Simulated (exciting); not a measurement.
# Al (P-1) in exciting: notebook

One crystal, Al, is run at these levels: PBEsol, LDA-PZ; tasks: optical spectrum.

All numbers are computed with exciting (release sodium); they aren't measurements. Logs are shortened: lines on timing, memory, paths and dates and some standing lists are left out, and cuts for length are marked.

## 1. The structure

The typed cell holds 1 atom: a = 2.817 Å, b = 2.839 Å, c = 2.863 Å, α = 92.09°, β = 117.45°, γ = 119.73°.

## 2. Optical spectrum, PBEsol

Contents of run_exciting.py:

```python
import subprocess
import xml.etree.ElementTree as ET
from ase.io import read
from ase.units import Bohr

atoms = read("Al.cif")
import spglib
from ase import Atoms
cell, positions, numbers = spglib.find_primitive((atoms.cell[:], atoms.get_scaled_positions(), atoms.numbers), symprec=1e-5)
atoms = Atoms(numbers, cell=cell, scaled_positions=positions, pbc=True)
rmt = {'Al': 2.0}  # bohr
tasks = """
<groundstate do="fromscratch" ngridk="11 9 9" rgkmax="6.5" gmaxvr="14" lmaxapw="10" lmaxmat="10" lmaxvr="8" xctype="GGA_PBE_SOL" stype="Gaussian" swidth="0.00183747" nempty="22" ValenceRelativity="iora*" epsengy="1e-05" epspot="1e-05" maxscl="60" outputlevel="normal" vkloff="0.5 0.5 0.5"/>
<properties>
  <momentummatrix/>
  <dielmat intraband="false" wmax="0.5" wgrid="200" swidth="0.004" tevout="true">
    <epscomp>1 1</epscomp>
    <epscomp>2 2</epscomp>
    <epscomp>3 3</epscomp>
  </dielmat>
</properties>
"""

root = ET.Element("input")
ET.SubElement(root, "title").text = "Al"
structure = ET.SubElement(root, "structure", speciespath="./", tshift="false")
crystal = ET.SubElement(structure, "crystal", scale="1.0")
for vector in atoms.cell / Bohr:
    ET.SubElement(crystal, "basevect").text = " ".join(f"{x:.12f}" for x in vector)
symbols = atoms.get_chemical_symbols()
for element in dict.fromkeys(symbols):
    species = ET.SubElement(structure, "species", speciesfile=element + ".xml", rmt=str(rmt[element]))
    for symbol, position in zip(symbols, atoms.get_scaled_positions(wrap=False)):
        if symbol == element:
            ET.SubElement(species, "atom", coord=" ".join(f"{x:.12f}" for x in position))
root.extend(ET.fromstring("<tasks>" + tasks + "</tasks>"))
ET.indent(root)
ET.ElementTree(root).write("input.xml")
subprocess.run(["exciting_smp"], check=True)
```

Contents of Al.cif:

```cif
data_Al
_cell_length_a 2.81748198
_cell_length_b 2.83921617
_cell_length_c 2.86267974
_cell_angle_alpha 92.08794776
_cell_angle_beta 117.45345818
_cell_angle_gamma 119.73302806
_space_group_name_H-M_alt 'P-1'
_space_group_name_Hall '-P 1'
_space_group_IT_number 2
loop_
_space_group_symop_operation_xyz
'x,y,z'
'-x,-y,-z'
loop_
_atom_site_label
_atom_site_type_symbol
_atom_site_symmetry_multiplicity
_atom_site_Wyckoff_symbol
_atom_site_fract_x
_atom_site_fract_y
_atom_site_fract_z
_atom_site_occupancy
Al1 Al 1 a 0.0000000000 0.0000000000 0.0000000000 1
```

Potentials or basis: all-electron LAPW+lo, shipped species files, valence relativity iora*.

The run is started by

```sh
$ OMP_NUM_THREADS=1 python run_exciting.py
```

What it wrote:

```text
================================================================================
EXCITING SODIUM started
[... 10 lines left out ...]

 Lattice vectors (cartesian) :
      5.3242693067      0.0000000000      0.0000000000
     -2.6609907927      4.6589711054      0.0000000000
     -2.4940139195     -1.6514423931      4.5074691135

 Reciprocal lattice vectors (cartesian) :
      1.1801028358      0.6740206602      0.8999061533
     -0.0000000000      1.3486207931      0.4941064473
      0.0000000000     -0.0000000000      1.3939497197

 Unit cell volume                           :     111.8105518251
 Brillouin zone volume                      :       2.2184866222

 Species :    1 (Al)
     parameters loaded from                 :    Al.xml
     name                                   :    aluminium
     nuclear charge                         :     -13.00000000
     electronic charge                      :      13.00000000
     atomic mass                            :   49184.33493000
     muffin-tin radius                      :       2.00000000
     # of radial points in muffin-tin       :     300

     atomic positions (lattice) :
       1 :   0.00000000  0.00000000  0.00000000

 Total number of atoms per unit cell        :       1

 Spin treatment                             :    spin-unpolarised

 Number of Bravais lattice symmetries       :       2
 Number of crystal symmetries               :       2

 k-point grid                               :      11    9    9
 k-point offset :       0.500000  0.500000  0.500000
 Total number of k-points                   :     446
 k-point set is reduced with crystal symmetries

 R^MT_min * |G+k|_max (rgkmax)              :       6.50000000
 Species with R^MT_min                      :       1 (Al)
 Maximum |G+k| for APW functions            :       3.25000000
 Maximum |G| for potential and density      :      14.00000000

 G-vector grid sizes                        :      24    24    25
 Total number of G-vectors                  :    5163

 Maximum angular momentum used for
     APW functions                          :      10
     computing H and O matrix elements      :      10
     potential and density                  :       8
     inner part of muffin-tin               :       2

 Total nuclear charge                       :     -13.00000000
 Total electronic charge                    :      13.00000000
 Total core charge                          :       4.00000000
 Total valence charge                       :       9.00000000

 Number of empty states                     :      22
 Total number of valence states             :      27

 Maximum Hamiltonian size                   :      77
 Maximum number of plane-waves              :      70
 Total number of local-orbitals             :       7

 Exchange-correlation type                  :      22
     PBEsol, Phys. Rev. Lett. 100, 136406 (2008)
     Generalised gradient approximation (GGA)

 Smearing scheme                            :    Gaussian
 Smearing width                             :       0.00183747

[... 17 lines left out ...]
+ SCF iteration number :    1                                                  +
++++++++++++++++++++++++++++++++++++++++++++++++++++++++++++++++++++++++++++++++
 Total energy                               :      -241.92854475
 _______________________________________________________________
 Fermi energy                               :         0.26689432
 Kinetic energy                             :       243.07533289
 Coulomb energy                             :      -466.87000802
 Exchange energy                            :       -17.54672105
 Correlation energy                         :        -0.58714856

 DOS at Fermi energy (states/Ha/cell)       :        11.68549411

 Electron charges :
     core                                   :         4.00000000
     core leakage                           :         0.00139608
     valence                                :         9.00000000
     interstitial                           :         2.13941461
     charge in muffin-tin spheres :
                  atom     1    Al          :        10.86058539
     total charge in muffin-tins            :        10.86058539
     total charge                           :        13.00000000

++++++++++++++++++++++++++++++++++++++++++++++++++++++++++++++++++++++++++++++++
+ SCF iteration number :    2                                                  +
++++++++++++++++++++++++++++++++++++++++++++++++++++++++++++++++++++++++++++++++
 Total energy                               :      -242.06134714
 _______________________________________________________________
 Fermi energy                               :         0.26605786
 Kinetic energy                             :       242.98298309
 Coulomb energy                             :      -466.90686028
 Exchange energy                            :       -17.55030054
 Correlation energy                         :        -0.58716941

 DOS at Fermi energy (states/Ha/cell)       :        11.74396726

 Electron charges :
     core                                   :         4.00000000
     core leakage                           :         0.00138460
     valence                                :         9.00000000
     interstitial                           :         2.13650293
     charge in muffin-tin spheres :
                  atom     1    Al          :        10.86349707
     total charge in muffin-tins            :        10.86349707
     total charge                           :        13.00000000

 RMS change in effective potential (target) :  0.102688      ( 0.100000E-04)
 Absolute change in total energy   (target) :  0.132802      ( 0.100000E-04)
 Charge distance                   (target) :  0.528032E-03  ( 0.100000E-04)

++++++++++++++++++++++++++++++++++++++++++++++++++++++++++++++++++++++++++++++++
+ SCF iteration number :    3                                                  +
++++++++++++++++++++++++++++++++++++++++++++++++++++++++++++++++++++++++++++++++
 Total energy                               :      -242.15935086
 _______________________________________________________________
 Fermi energy                               :         0.26539284
 Kinetic energy                             :       242.91122483
 Coulomb energy                             :      -466.93062442
 Exchange energy                            :       -17.55276790
 Correlation energy                         :        -0.58718337

 DOS at Fermi energy (states/Ha/cell)       :        11.80865965

 Electron charges :
     core                                   :         4.00000000
     core leakage                           :         0.00137607
     valence                                :         9.00000000
     interstitial                           :         2.13424471
     charge in muffin-tin spheres :
                  atom     1    Al          :        10.86575529
     total charge in muffin-tins            :        10.86575529
     total charge                           :        13.00000000
[... 167 lines left out ...]
++++++++++++++++++++++++++++++++++++++++++++++++++++++++++++++++++++++++++++++++
+ SCF iteration number :   10                                                  +
++++++++++++++++++++++++++++++++++++++++++++++++++++++++++++++++++++++++++++++++
 Total energy                               :      -242.34447697
 _______________________________________________________________
 Fermi energy                               :         0.26378350
 Kinetic energy                             :       242.74364132
 Coulomb energy                             :      -466.94520228
 Exchange energy                            :       -17.55571917
 Correlation energy                         :        -0.58719685

 DOS at Fermi energy (states/Ha/cell)       :        12.00322487

 Electron charges :
     core                                   :         4.00000000
     core leakage                           :         0.00135899
     valence                                :         9.00000000
     interstitial                           :         2.12932006
     charge in muffin-tin spheres :
                  atom     1    Al          :        10.87067994
     total charge in muffin-tins            :        10.87067994
     total charge                           :        13.00000000

 RMS change in effective potential (target) :  0.587387E-08  ( 0.100000E-04)
 Absolute change in total energy   (target) :  0.441064E-05  ( 0.100000E-04)
 Charge distance                   (target) :  0.409216E-07  ( 0.100000E-04)

++++++++++++++++++++++++++++++++++++++++++++++++++++++++++++++++++++++++++++++++
+ SCF iteration number :   11                                                  +
++++++++++++++++++++++++++++++++++++++++++++++++++++++++++++++++++++++++++++++++
 Total energy                               :      -242.34447705
 _______________________________________________________________
 Fermi energy                               :         0.26378350
 Kinetic energy                             :       242.74364134
 Coulomb energy                             :      -466.94520237
 Exchange energy                            :       -17.55571917
 Correlation energy                         :        -0.58719685

 DOS at Fermi energy (states/Ha/cell)       :        12.00322462

 Electron charges :
     core                                   :         4.00000000
     core leakage                           :         0.00135899
     valence                                :         9.00000000
     interstitial                           :         2.12932006
     charge in muffin-tin spheres :
                  atom     1    Al          :        10.87067994
     total charge in muffin-tins            :        10.87067994
     total charge                           :        13.00000000

 RMS change in effective potential (target) :  0.106228E-08  ( 0.100000E-04)
 Absolute change in total energy   (target) :  0.765594E-07  ( 0.100000E-04)
 Charge distance                   (target) :  0.298912E-08  ( 0.100000E-04)

++++++++++++++++++++++++++++++++++++++++++++++++++++++++++++++++++++++++++++++++
| Convergency criteria checked for the last 2 iterations                       +
| Convergence targets achieved. Performing final SCF iteration                 +
++++++++++++++++++++++++++++++++++++++++++++++++++++++++++++++++++++++++++++++++
 Total energy                               :      -242.34447704
 _______________________________________________________________
 Fermi energy                               :         0.26378350
 Kinetic energy                             :       242.74364134
 Coulomb energy                             :      -466.94520236
 Exchange energy                            :       -17.55571917
 Correlation energy                         :        -0.58719685

 DOS at Fermi energy (states/Ha/cell)       :        12.00322450

 Electron charges :
     core                                   :         4.00000000
     core leakage                           :         0.00135899
     valence                                :         9.00000000
     interstitial                           :         2.12932006
     charge in muffin-tin spheres :
                  atom     1    Al          :        10.87067994
     total charge in muffin-tins            :        10.87067994
     total charge                           :        13.00000000

++++++++++++++++++++++++++++++++++++++++++++++++++++++++++++++++++++++++++++++++
[... 12 lines left out ...]
| EXCITING SODIUM stopped                                                      =
================================================================================
```

It took 41 s on 1 thread of Intel Xeon Platinum 8488C (Sapphire Rapids), shared host; peak memory 0.29 GiB.

Results:

| Property | Result |
| --- | --- |
| Free energy | -6594.5297 eV |
| All electrons inside the program's atomic spheres | Al 10.87 (radii Al 2.0 bohr) |

Levels at points of the mesh, in eV from the Fermi level:
```csv
k point,band 4,band 5,band 6,band 7,band 8
"(0.50, 0.50, 0.50)",-2.56,-1.13,4.53,4.95,5.84
```

Dielectric function (mean over the directions given):
| energy (eV) | real part | imaginary part |
| --- | --- | --- |
| 0.27 | 27.07 | 11.98 |
| 0.68 | 28.72 | 16.65 |
| 1.16 | 35.37 | 21.75 |
| 1.63 | -31.15 | 57.00 |
| 2.04 | -17.65 | 10.82 |
| 2.52 | -11.52 | 4.45 |
| 2.99 | -5.20 | 2.35 |
| 3.47 | -3.30 | 2.73 |
| 3.88 | -2.06 | 2.94 |
| 4.35 | -3.25 | 3.24 |
| 4.83 | -3.26 | 1.14 |
| 5.24 | -2.05 | 0.42 |
| 5.71 | -1.47 | 0.40 |
| 6.19 | -0.89 | 0.26 |
| 6.67 | -0.62 | 0.32 |
| 7.08 | -0.41 | 0.28 |
| 7.55 | -0.15 | 0.29 |
| 8.03 | -0.16 | 0.33 |
| 8.50 | -0.15 | 0.17 |
| 8.91 | 0.02 | 0.10 |
| 9.39 | 0.15 | 0.07 |
| 9.86 | 0.25 | 0.06 |
| 10.27 | 0.33 | 0.07 |
| 10.75 | 0.41 | 0.06 |
| 11.22 | 0.47 | 0.09 |
| 11.70 | 0.48 | 0.09 |
| 12.11 | 0.49 | 0.08 |
| 12.59 | 0.53 | 0.04 |
| 13.06 | 0.58 | 0.03 |
| 13.54 | 0.62 | 0.03 |

Caveat: the log's total energy holds no entropy term; the free energy is that total less TS from the occupations; the intraband (Drude) term of the metal is left out; spectra need much finer meshes, so this one isn't converged; independent-particle spectra lack excitons.

(Part 1 of 2 ends here.)
